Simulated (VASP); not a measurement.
# BAs (Pm-3m) in VASP: a series of runs

Runs on BAs. Level: PBEsol. Tasks: optical spectrum, density of states, electric field gradients, core levels, phonons, elastic constants.

All numbers are computed with VASP 6.6.1; they aren't measurements. Logs are shortened: lines on timing, memory, paths and dates and some standing lists are left out, and cuts for length are marked.

## (1) The structure

Symmetry: Pm-3m, No. 221, cubic system. Conventional cell: a = 2.934 Å, b = 2.934 Å, c = 2.934 Å, α = 90.00°, β = 90.00°, γ = 90.00°. B (site symmetry m-3m) is surrounded by 8 As at 2.54 Å. As (site symmetry m-3m) has 8 B at 2.54 Å as nearest neighbours.

The cell was built by a generator and needn't be a form met in nature.

## (2) Optical spectrum, PBEsol

Input file INCAR:

```
SYSTEM = BAs
  PREC = Accurate
  ENCUT = 520
  EDIFF = 1E-6
  ISMEAR = 0
  SIGMA = 0.02
  LREAL = .FALSE.
  LASPH = .TRUE.
  NELM = 60
  ALGO = Normal
  ISIF = 2
  LWAVE = .FALSE.
  LCHARG = .FALSE.
  GGA = PS
  LOPTICS = .TRUE.
  NBANDS = 52
  NEDOS = 2000
  CSHIFT = 0.1
```

Input file KPOINTS:

```
regular mesh
0
G
  9 9 9
  0 0 0
```

Input file POSCAR:

```
BAs
1.0
    2.9343700000      0.0000000000      0.0000000000
    0.0000000000      2.9343700000      0.0000000000
    0.0000000000      0.0000000000      2.9343700000
B As
1 1
Direct
    0.5000000000      0.5000000000      0.5000000000
    0.0000000000      0.0000000000      0.0000000000
```

Potentials or basis: VASP PAW PBE potentials, release 64 (B, As).

Started as:

```
$ cat potpaw_PBE.64/B/POTCAR potpaw_PBE.64/As/POTCAR > POTCAR
$ mpirun -np 1 vasp_std > vasp.out
```

OUTCAR:

```text
SYSTEM = BAs
   PREC = Accurate
   ENCUT = 520
   EDIFF = 1E-6
   ISMEAR = 0
   LREAL = .FALSE.
   LASPH = .TRUE.
   NELM = 60
   ISIF = 2
   GGA = PS

 ion  position               nearest neighbor table
   1  0.500  0.500  0.500-   2 2.54   2 2.54   2 2.54   2 2.54   2 2.54   2 2.54   2 2.54   2 2.54

   2  0.000  0.000  0.000-   1 2.54   1 2.54   1 2.54   1 2.54   1 2.54   1 2.54   1 2.54   1 2.54

  LATTYP: Found a simple cubic cell.
 ALAT       =     2.9343700000

  Lattice vectors:

 A1 = (   2.9343700000,   0.0000000000,   0.0000000000)
 A2 = (   0.0000000000,   2.9343700000,   0.0000000000)
 A3 = (   0.0000000000,   0.0000000000,   2.9343700000)

Analysis of symmetry for initial positions (statically):
=====================================================================
 Subroutine PRICEL returns:
 Original cell was already a primitive cell.

 Routine SETGRP: Setting up the symmetry group for a
 simple cubic supercell.

 Subroutine GETGRP returns: Found 48 space group operations
 (whereof 48 operations were pure point group operations)
 out of a pool of 48 trial point group operations.

The static configuration has the point symmetry O_h .

Analysis of symmetry for dynamics (positions and initial velocities):
=====================================================================
 Subroutine PRICEL returns:
 Original cell was already a primitive cell.

 Routine SETGRP: Setting up the symmetry group for a
 simple cubic supercell.

 Subroutine GETGRP returns: Found 48 space group operations
 (whereof 48 operations were pure point group operations)
 out of a pool of 48 trial point group operations.

The dynamic configuration has the point symmetry O_h .

 Subroutine INISYM returns: Found 48 space group operations
 (whereof 48 operations are pure point group operations),
 and found     1 'primitive' translations

----------------------------------------------------------------------------------------

                                     Primitive cell

  volume of cell :      25.2665

  direct lattice vectors                    reciprocal lattice vectors
     2.934370000  0.000000000  0.000000000     0.340788653  0.000000000  0.000000000
     0.000000000  2.934370000  0.000000000     0.000000000  0.340788653  0.000000000
     0.000000000  0.000000000  2.934370000     0.000000000  0.000000000  0.340788653

  length of vectors
     2.934370000  2.934370000  2.934370000     0.340788653  0.340788653  0.340788653

  position of ions in fractional coordinates (direct lattice)
     0.500000000  0.500000000  0.500000000
     0.000000000  0.000000000  0.000000000

  ion indices of the primitive-cell ions
   primitive index   ion index
                 1           1
                 2           2

----------------------------------------------------------------------------------------

 KPOINTS: regular mesh

Automatic generation of k-mesh.
 Grid dimensions read from file:
 generate k-points for:    9    9    9

 Generating k-lattice:

  Cartesian coordinates                     Fractional coordinates (reciprocal lattice)
     0.037865406  0.000000000  0.000000000     0.111111111  0.000000000  0.000000000
     0.000000000  0.037865406  0.000000000     0.000000000  0.111111111  0.000000000
     0.000000000  0.000000000  0.037865406     0.000000000  0.000000000  0.111111111

  Length of vectors
     0.037865406  0.037865406  0.037865406

  Shift w.r.t. Gamma in fractional coordinates (k-lattice)
     0.000000000  0.000000000  0.000000000

 Subroutine IBZKPT returns following result:
 ===========================================

 Found     35 irreducible k-points:

 Following reciprocal coordinates:
            Coordinates               Weight
  0.000000  0.000000  0.000000      1.000000
  0.111111  0.000000  0.000000      6.000000
  0.222222  0.000000  0.000000      6.000000
  0.333333  0.000000  0.000000      6.000000
  0.444444  0.000000  0.000000      6.000000
  0.111111  0.111111  0.000000     12.000000
[... 16 lines left out ...]
  0.333333  0.333333  0.111111     24.000000
  0.444444  0.333333  0.111111     48.000000
 [... further k-points ...]
   k-points           NKPTS =     35   k-points in BZ     NKDIM =     35   number of bands    NBANDS=     52
   number of dos      NEDOS =   2000   number of ions     NIONS =      2
   total plane-waves  NPLWV =  13824
   dimension x,y,z NGX =    24 NGY =   24 NGZ =   24
   dimension x,y,z NGXF=    48 NGYF=   48 NGZF=   48
   ions per type =               1   1
   NGX,Y,Z   is equivalent  to a cutoff of  13.60, 13.60, 13.60 a.u.
   NGXF,Y,Z  is equivalent  to a cutoff of  27.19, 27.19, 27.19 a.u.
 SYSTEM =  BAs
   PREC   = accura    normal or accurate (medium, high low for compatibility)
   ISTART =      0    job   : 0-new  1-cont  2-samecut
   ICHARG =      2    charge: 1-file 2-atom 10-const
   ISPIN  =      1    spin polarized calculation?
   LNONCOLLINEAR =      F non collinear calculations
   LSORBIT =      F    spin-orbit coupling
   LASPH  =      T    aspherical Exc in radial PAW
   ENCUT  =  520.0 eV  38.22 Ry    6.18 a.u.   5.46  5.46  5.46*2*pi/ulx,y,z
   NELM   =     60;   NELMIN=  2; NELMDL= -5     # of ELM steps
   EDIFF  = 0.1E-05   stopping-criterion for ELM
   LREAL  =      F    real-space projection
   EDIFFG = 0.1E-04   stopping-criterion for IOM
   NSW    =      0    number of steps for IOM
   IBRION =     -1    ionic relax: 0-MD 1-quasi-New 2-CG
   NFREE  =      0    steps in history (QN), initial steepest desc. (CG)
   ISIF   =      2    stress and relaxation
   ISYM   =      2    0-nonsym 1-usesym 2-fastsym
   POTIM  = 0.5000    time-step for ionic-motion
   TEBEG  =    0.0;   TEEND  =   0.0 temperature during run
   PSTRESS=    0.0 pullay stress
   NELECT =       8.0000    total number of electrons
   NUPDOWN=      -1.0000    fix difference up-down
   EMIN   =  10.00;   EMAX   =-10.00  energy-range for DOS
   EFERMI =   0.00;   METHOD = LEGACY
   ISMEAR =     0;   SIGMA  =   0.02  broadening in eV -4-tet -1-fermi 0-gaus
   EFERMI_NEDOS =   21; number of points for ismear=-14 and -15
   IALGO  =     38    algorithm
   IMIX   =      4    mixing-type and parameters
     AMIX     =   0.40;   BMIX     =  1.00
     AMIX_MAG =   1.60;   BMIX_MAG =  1.00
  volume/ion in A,a.u.               =      12.63        85.25
  Fermi-wavevector in a.u.,A,eV,Ry     =   1.115809  2.108574 16.939665  1.245030
  Thomas-Fermi vector in A             =   2.252417
   LORBIT       =      0    0 simple, 1 ext, 2 COOP (PROOUT), +10 PAW based schemes
   GGA     = PS    functional components
   LHFCALC =     F    Hartree Fock is set to
   AEXX    =    0.0000 exact exchange contribution
   IVDW    =     0    specifies the selected vdW correction
   LEPSILON=     F    determine dielectric tensor
   LRPA    =     F    only Hartree local field effects (RPA)
 non-spin polarized calculation
 Gauss-broadening in eV      SIGMA  =   0.02
  energy-cutoff  :      520.00
  volume of cell :       25.27
 maximum number of plane-waves:       697
 NGX is ok and might be reduce to    24
   NGX = 11   NGY = 11   NGZ = 11

 number of electron       8.0000000 magnetization

 Free energy of the ion-electron system (eV)
  ---------------------------------------------------
  ext. energy  EPLUGINS =         0.00000000
  ---------------------------------------------------
  free energy    TOTEN  =        -9.25045843 eV

  energy without entropy =       -9.25004521  energy(sigma->0) =       -9.25025182

 E-fermi :   6.9372     XC(G=0): -11.5017

 val. band max:        6.9315811349   @ k =   0.4444   0.4444   0.3333
 cond. band min:       7.0054008371   @ k =   0.4444   0.1111   0.1111
 fundamental gap:      0.0738197022
 Fermi energy:         6.9372096372

 k-point     1 :       0.0000    0.0000    0.0000
  band No.  band energies     occupation
      1      -8.6798      2.00000
      2       6.2447      2.00000
      3       6.2447      2.00000
      4       6.2447      2.00000
      5       6.9003      1.99088
      6      12.6847      0.00000
[... 8 lines left out ...]
     15      29.2996      0.00000
     16      29.8343      0.00000
[... 419 lines left out ...]
 k-point    24 :       0.4444    0.3333    0.1111
  band No.  band energies     occupation
      1      -4.0701      2.00000
      2      -0.7373      2.00000
      3       2.2830      2.00000
      4       4.5374      2.00000
      5       9.0139      0.00000
      6      10.4070      0.00000
[... 8 lines left out ...]
     15      29.5263      0.00000
     16      33.4047      0.00000

 [... further k-points ...]

 [bands above 16 left out]

------------------------ aborting loop because EDIFF is reached ----------------------------------------

  FORCE on cell =-STRESS in cart. coord.  units (eV):
  Direction    XX          YY          ZZ          XY          YZ          ZX
  --------------------------------------------------------------------------------------
  -------------------------------------------------------------------------------------
  Total       -0.5676161     -0.5676161     -0.5676161     -0.0000000     -0.0000000      0.0000000
  in kB      -35.9932191    -35.9932191    -35.9932191     -0.0000000     -0.0000000      0.0000000
  external PRESSURE =     -35.9932191 kB  Pullay stress =       0.0000000 kB

 VOLUME and BASIS-vectors are now :
 -----------------------------------------------------------------------------
  energy-cutoff  :      520.00
  volume of cell :       25.27
      direct lattice vectors                 reciprocal lattice vectors
     2.934370000  0.000000000  0.000000000     0.340788653  0.000000000  0.000000000
     0.000000000  2.934370000  0.000000000     0.000000000  0.340788653  0.000000000
     0.000000000  0.000000000  2.934370000     0.000000000  0.000000000  0.340788653

 POSITION                                       TOTAL-FORCE (eV/Angst)
 -----------------------------------------------------------------------------------
      1.46718      1.46718      1.46718         0.000000      0.000000      0.000000
      0.00000      0.00000      0.00000         0.000000      0.000000      0.000000
 -----------------------------------------------------------------------------------
    total drift:                                0.000000      0.000000     -0.000000

  FREE ENERGIE OF THE ION-ELECTRON SYSTEM (eV)
  ---------------------------------------------------
  free  energy   TOTEN  =        -9.2504584344 eV

  energy  without entropy=       -9.2500452148  energy(sigma->0) =       -9.25025182

 electrical conductivity sigma (Mega S m-1) (frequency dependency in vasprun.xml)
  --------------------------------------------------------------------------------------
       0.726       0.000       0.000
      -0.000       0.726      -0.000
       0.000      -0.000       0.726

  frequency dependent IMAGINARY DIELECTRIC FUNCTION (independent particle, no local field effects) density-density
     E(ev)      X         Y         Z        XY        YZ        ZX
  --------------------------------------------------------------------------------------------------------------
     0.00000     0.00000     0.00000     0.00000     0.00000     0.00000     0.00000
     1.11701   120.59842   120.59842   120.59842    -0.00000     0.00000     0.00000
     2.23401    18.04762    18.04762    18.04762    -0.00000    -0.00000     0.00000
     3.35102     3.59041     3.59041     3.59041    -0.00000    -0.00000     0.00000
     4.46802     1.46677     1.46677     1.46677     0.00000     0.00000     0.00000
     5.58503     1.05950     1.05950     1.05950     0.00000    -0.00000     0.00000
[... 92 lines left out ...]
   109.46653     0.00003     0.00003     0.00003    -0.00000     0.00000     0.00000
   110.58353     0.00003     0.00003     0.00003    -0.00000     0.00000     0.00000

  frequency dependent      REAL DIELECTRIC FUNCTION (independent particle, no local field effects) density-density
     E(ev)        X           Y           Z          XY          YZ          ZX
  --------------------------------------------------------------------------------------------------------------
     0.00000    47.70688    47.70688    47.70688    -0.00000     0.00000     0.00000
     1.11701   -14.75750   -14.75750   -14.75750     0.00000    -0.00000     0.00000
     2.23401   -12.45183   -12.45183   -12.45183     0.00000    -0.00000    -0.00000
     3.35102    -7.26879    -7.26879    -7.26879     0.00000    -0.00000    -0.00000
     4.46802    -2.02532    -2.02532    -2.02532     0.00000     0.00000    -0.00000
     5.58503    -0.99529    -0.99529    -0.99529     0.00000     0.00000    -0.00000
[... 92 lines left out ...]
   109.46653     0.98330     0.98330     0.98330     0.00000     0.00000    -0.00000
   110.58353     0.98367     0.98367     0.98367     0.00000     0.00000    -0.00000

  frequency dependent IMAGINARY DIELECTRIC FUNCTION (independent particle, no local field effects) current-current
     E(ev)      X         Y         Z        XY        YZ        ZX
  --------------------------------------------------------------------------------------------------------------
     0.00000   166.74797   166.74797   166.74797    -0.00000     0.00000    -0.00000
     1.11701   115.65265   115.65265   115.65265     0.00000     0.00000    -0.00000
     2.23401    16.86543    16.86543    16.86543     0.00000     0.00000    -0.00000
     3.35102     3.08908     3.08908     3.08908    -0.00000    -0.00000    -0.00000
     4.46802     1.33096     1.33096     1.33096    -0.00000    -0.00000     0.00000
     5.58503     0.98780     0.98780     0.98780    -0.00000    -0.00000     0.00000
[... 92 lines left out ...]
   109.46653     0.00000     0.00000     0.00000    -0.00000    -0.00000     0.00000
   110.58353     0.00000     0.00000     0.00000    -0.00000    -0.00000     0.00000

  frequency dependent      REAL DIELECTRIC FUNCTION (independent particle, no local field effects) current-current
     E(ev)        X           Y           Z          XY          YZ          ZX
  --------------------------------------------------------------------------------------------------------------
     0.00000    45.97785    45.97785    45.97785    -0.00000     0.00000    -0.00000
     1.11701   -36.30763   -36.30763   -36.30763     0.00000     0.00000     0.00000
     2.23401   -14.00862   -14.00862   -14.00862     0.00000    -0.00000     0.00000
     3.35102    -7.42751    -7.42751    -7.42751    -0.00000    -0.00000     0.00000
     4.46802    -2.06396    -2.06396    -2.06396     0.00000    -0.00000     0.00000
     5.58503    -1.01442    -1.01442    -1.01442     0.00000     0.00000     0.00000
[... 92 lines left out ...]
   109.46653     0.98334     0.98334     0.98334     0.00000    -0.00000     0.00000
   110.58353     0.98371     0.98371     0.98371     0.00000    -0.00000     0.00000
```

Wall time 46 s (1 thread of AMD EPYC 7R43 (Zen 3), shared host); peak memory 0.14 GiB.

Results:

- Free energy: -9.2505 eV
- Pressure: -3.6 GPa
- Band gap on the k mesh: none (metal or under the smearing width)

Levels at points of the mesh, in eV from the Fermi level:
```
           k point  band 1  band 2  band 3  band 4  band 5  band 6  band 7  band 8  band 9
(0.00, 0.00, 0.00)  -15.62   -0.69   -0.69   -0.69   -0.04    5.75    5.75    9.49    9.49
```

Dielectric function (mean over the directions given):
| energy (eV) | real part | imaginary part |
| --- | --- | --- |
| 0.28 | 50.67 | 2.38 |
| 0.78 | 89.59 | 30.73 |
| 1.28 | -30.91 | 39.83 |
| 1.79 | -9.42 | 28.83 |
| 2.29 | -16.46 | 16.33 |
| 2.79 | -6.50 | 6.75 |
| 3.30 | -8.12 | 4.42 |
| 3.80 | -5.02 | 2.69 |
| 4.30 | -2.82 | 1.40 |
| 4.80 | -1.61 | 1.23 |
| 5.31 | -1.48 | 1.49 |
| 5.81 | -0.08 | 1.36 |
| 6.31 | -0.32 | 3.43 |
| 6.81 | -1.12 | 1.23 |
| 7.32 | -1.27 | 0.66 |
| 7.82 | -0.54 | 0.56 |
| 8.32 | -0.16 | 0.78 |
| 8.82 | -0.05 | 0.63 |
| 9.33 | 0.85 | 0.62 |
| 9.83 | -0.20 | 1.68 |
| 10.39 | -0.31 | 0.47 |
| 10.89 | -0.58 | 0.86 |
| 11.39 | 0.11 | 0.35 |
| 11.90 | 0.22 | 0.73 |
| 12.40 | 0.04 | 0.18 |
| 12.90 | 0.34 | 0.29 |
| 13.40 | 0.28 | 0.24 |
| 13.91 | 0.46 | 0.34 |
| 14.41 | 0.46 | 0.22 |
| 14.91 | 0.66 | 0.42 |
| 15.41 | 0.33 | 0.61 |
| 15.92 | 0.66 | 0.26 |
| 16.42 | 0.37 | 0.69 |
| 16.92 | 0.45 | 0.20 |
| 17.43 | 0.53 | 0.37 |
| 17.93 | 0.45 | 0.25 |
| 18.43 | 0.53 | 0.30 |
| 18.93 | 0.45 | 0.20 |
| 19.44 | 0.58 | 0.23 |
| 19.99 | 0.57 | 0.12 |

Caveat: spectra need much finer meshes, so this one isn't converged; independent-particle spectra lack excitons; the intraband (Drude) part of a metal's response may be missing; the PAW data sets were made with another functional, which shifts forces and pressure a little.

(Continued in part 2 of 4.)
